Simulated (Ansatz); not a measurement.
A vibration from a frozen displacement in InSe

Level of theory: DFT r2SCAN, scalar-relativistic, plane waves, PAW (Ansatz). The runs took a 500 eV cutoff, a Γ-centred 12×12×2 mesh and Gaussian smearing (0.05 eV). No spin polarisation. Energies are free energies at this smearing, counted from the undisturbed cell; pressure is positive in compression.

Zero of the scan (as given, not relaxed at this level; it stands at -0.1 GPa):

```
In Se
1.0
     4.04733    0.00000    0.00000
    -2.02366    3.50509    0.00000
     0.00000    0.00000   18.05206
In Se
4 4
Direct
  0.00000 0.00000 0.57739
  0.00000 0.00000 0.42261
  0.33333 0.66667 0.92261
  0.33333 0.66667 0.07739
  0.66667 0.33333 0.85300
  0.66667 0.33333 0.14700
  0.33333 0.66667 0.64702
  0.33333 0.66667 0.35298
```

The cell holds layers and no dispersion correction was added, so their binding is poorly described.

Atom 5 (Se) is moved by x along the Cartesian unit vector (0.000, 1.000, 0.000); the cell and all other atoms stay fixed. The cell's volume is 256.09 Å³; the moved atoms weigh 78.971 u together and the others 696.185 u.

| x (Å) | ΔE (meV/cell) | total force on the moved atoms along the move (eV/Å) | pressure (GPa) |
| --- | --- | --- | --- |
| -0.1000 | 28.52 | 0.5939 | -0.0898 |
| -0.0667 | 12.34 | 0.3803 | -0.1207 |
| -0.0333 | 2.99 | 0.1822 | -0.1387 |
| 0.0000 | 0.00 | 0.0000 | -0.1444 |
| 0.0167 | 0.72 | -0.0858 | -0.1430 |
| 0.0333 | 2.83 | -0.1676 | -0.1390 |
| 0.0500 | 6.29 | -0.2464 | -0.1322 |
| 0.0667 | 11.04 | -0.3217 | -0.1230 |
| 0.0833 | 16.98 | -0.3933 | -0.1114 |
| 0.1000 | 24.13 | -0.4620 | -0.0974 |

What frequency belongs to this motion?

The force constant is k = −dF/dx = 5.249 eV/Å², from the parabola through x = -0.0333, 0 and 0.0167. In every cell the moved atoms swing against the rest, so the mass is μ = m₁m₂/(m₁ + m₂) = 70.926 u, and ν̃ = 521.5 cm⁻¹ × √(|k|/μ) = 142 cm⁻¹. The pattern needn't be a normal mode: ν̃² is then a weighted mean of the squared nonzero frequencies at the zone centre of this cell, taken without macroscopic field, so it lies between the lowest and the highest of them.

How far does the harmonic law reach?

At x = -0.100 Å, kx²/2 = 26.25 meV against the computed 28.52 meV (+8.6 %): the well stiffens in this direction at large amplitude.